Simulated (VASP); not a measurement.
Set up this calculation in VASP 6.6.1, as the native input.

| Quantity | Value |
| --- | --- |
| Task | single point |
| Functional | PBE |
| Potentials or basis | VASP PAW PBE potentials, release 64 (Be, H) |
| Cutoff | 520 eV |
| k mesh | 8 × 8 × 8 |
| Occupations | fermi-dirac, width 0.0368 eV |
| Spin | no spin polarisation |
| Dipole correction | no |
| Further INCAR settings | ALGO = Normal; EDIFF = 1e-06; NBANDS = 8 |

The structure of BeH lies in POSCAR:

```
BeH
1.0
    0.0000000000      1.9764790000      1.9764790000
    1.9764790000      0.0000000000      1.9764790000
    1.9764790000      1.9764790000      0.0000000000
Be H
1 1
Direct
    0.0000000000      0.0000000000      0.0000000000
    0.5000000000      0.5000000000      0.5000000000
```

The cell was built by a generator and needn't be a form met in nature.

One way to write it, as run:

INCAR

```
SYSTEM = BeH
  PREC = Accurate
  ENCUT = 520
  EDIFF = 1E-6
  ISMEAR = -1
  SIGMA = 0.0368
  LREAL = .FALSE.
  LASPH = .TRUE.
  NELM = 100
  ALGO = Normal
  ISIF = 2
  LWAVE = .FALSE.
  LCHARG = .TRUE.
  GGA = PE
  LELF = .TRUE.
  LVHAR = .TRUE.
  NBANDS = 8
```

KPOINTS

```
Automatic mesh
0
G
  8 8 8
  0 0 0
```

Potentials or basis: VASP PAW PBE potentials, release 64 (Be, H).

Run with:

```bash
$ cat potpaw_PBE.64/Be/POTCAR potpaw_PBE.64/H/POTCAR > POTCAR
$ mpirun -np 1 vasp_std > vasp.out
```

It gave:

The pressure is -20.0 GPa and the band gap on the k mesh is none (metal or under the smearing width).

Caveat: so large a pressure means that the cell lies far from this level's equilibrium, or that cutoff or potentials fall short.

Wall time 2 s on 1 thread of Intel(R) Xeon(R) 6975P-C (Granite Rapids), on a shared host, peak memory 0.13 GiB.
